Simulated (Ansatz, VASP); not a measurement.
## KF (Carobbiite): VASP beside Ansatz

```
CELL_PARAMETERS angstrom
0.00000 2.58111 2.58111
2.58111 0.00000 2.58111
2.58111 2.58111 0.00000
ATOMIC_POSITIONS crystal
K 0.00000 0.00000 0.00000
F 0.50000 0.50000 0.50000
```

Alike in both runs: functional LDA; k mesh 8 × 8 × 8; occupations gaussian, width 0.02 eV; no spin polarisation.

Ansatz relaxed the structure, and its values are those at the end. VASP's run is a single point on that final structure, the one shown.

```csv
,VASP,Ansatz
version,VASP 6.6.1,Ansatz 0.2.0
potentials or method,"VASP PAW LDA potentials, release 64 (K_sv, F)","scalar-relativistic, plane waves, PAW"
plane-wave cutoff (eV),520,420
valence electrons in the cell,16,16
```

```csv
,VASP,Ansatz,Ansatz less VASP
gap on the k mesh at the Fermi level (eV),6.35,6.37,+0.019
least direct gap on the mesh (eV),6.35,6.37,+0.019
pressure (GPa),0.2,0.0,-0.24
```

A k mesh can miss the band edges.
